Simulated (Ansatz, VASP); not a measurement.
**NaF (Villiaumite) in VASP and in Ansatz**

```
Na F
1.0
     0.00000    2.32000    2.32000
     2.32000    0.00000    2.32000
     2.32000    2.32000    0.00000
Na F
1 1
Cartesian
  0.0000 0.0000 0.0000
  2.3200 2.3200 2.3200
```

Alike in both runs: task single point; functional PBEsol; k mesh 10 × 10 × 10; occupations fermi-dirac, width 0.05 eV; no spin polarisation.

|  | VASP | Ansatz |
| --- | --- | --- |
| version | VASP 6.6.1 | Ansatz 0.2.0 |
| potentials or method | VASP PAW PBE potentials, release 64 (Na_pv, F), cutoff 520 eV | all-electron LAPW, scalar-relativistic |

Ansatz gave:

| Item | Value |
| --- | --- |
| gap on the k mesh at the Fermi level (eV) | 6.15 |
| least direct gap on the mesh (eV) | 6.15 |
| pressure (GPa) | -0.3 |

Task: Estimate VASP's values.

Result: gap on the k mesh at the Fermi level (eV): 6.14; least direct gap on the mesh (eV): 6.14; pressure (GPa): -0.3.

Ansatz ran all-electron here, so the differences hold the error of VASP's frozen core and of both bases.

Caveats: the PAW data sets were made with another functional, which shifts forces and pressure a little (VASP). A k mesh can miss the band edges.
